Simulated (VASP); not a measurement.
Set up this calculation in VASP 6.6.1, as the native input.

| Item | Value |
| --- | --- |
| Task | single point |
| Functional | r2SCAN |
| Potentials or basis | VASP PAW PBE potentials, release 64 (Na_pv) |
| Cutoff | 520 eV |
| k mesh | 6 × 6 × 6 |
| Occupations | gaussian, width 0.1 eV |
| Spin | no spin polarisation |
| Dipole correction | no |
| Further INCAR settings | ALGO = Normal; EDIFF = 1e-06; NBANDS = 14 |

The system is Na.

```
Na
1.0
    -3.26339    3.26339    1.78024
     3.26339   -3.26339    1.78024
     3.26339    3.26339   -1.78024
Na
2
Direct
  0.00000 0.00000 0.00000
  0.75000 0.25000 0.50000
```

The cell was built by a generator and needn't be a form met in nature.

One way to write it, as run:

POSCAR

```
Na
1.0
   -3.2633941077      3.2633941077      1.7802417262
    3.2633941077     -3.2633941077      1.7802417262
    3.2633941077      3.2633941077     -1.7802417262
Na
2
Direct
    0.0000000000      0.0000000000      0.0000000000
    0.7500000000      0.2500000000      0.5000000000
```

INCAR.step1

```
SYSTEM = Na
PREC = Accurate ; ENCUT = 520
ISMEAR = 0 ; SIGMA = 0.1
LREAL = .False. ; LASPH = .True.
NELM = 100 ; NBANDS = 14
GGA = PE ; ALGO = Normal
EDIFF = 1E-4 ; LWAVE = .True.
LCHARG = .False.
```

INCAR.step2

```
SYSTEM = Na
PREC = Accurate ; ENCUT = 520
EDIFF = 1E-6 ; ISMEAR = 0
SIGMA = 0.1 ; LREAL = .False.
LASPH = .True. ; NELM = 100
ALGO = Normal ; ISIF = 2
LWAVE = .False. ; LCHARG = .True.
METAGGA = R2SCAN ; LMIXTAU = .True.
LELF = .True. ; LVHAR = .True.
NBANDS = 14 ; ISTART = 1
```

KPOINTS

```
Automatic mesh
0
Gamma
  6 6 6
  0 0 0
```

Potentials or basis: VASP PAW PBE potentials, release 64 (Na_pv).

The run is started by

```sh
$ cat potpaw_PBE.64/Na_pv/POTCAR > POTCAR
$ cp INCAR.step1 INCAR
$ mpirun -np 1 vasp_std > vasp.out
$ cp INCAR.step2 INCAR
$ mpirun -np 1 vasp_std > vasp.out
```

Results of the run:

* Pressure: 0.2 GPa
* Band gap on the k mesh: none (metal or under the smearing width)

Caveat: the PAW data sets were made with another functional, which shifts forces and pressure a little.

Run time: 72 s on 1 thread of AMD EPYC 9R45 96-Core Processor (Zen 5) (shared host), peak memory 0.21 GiB.
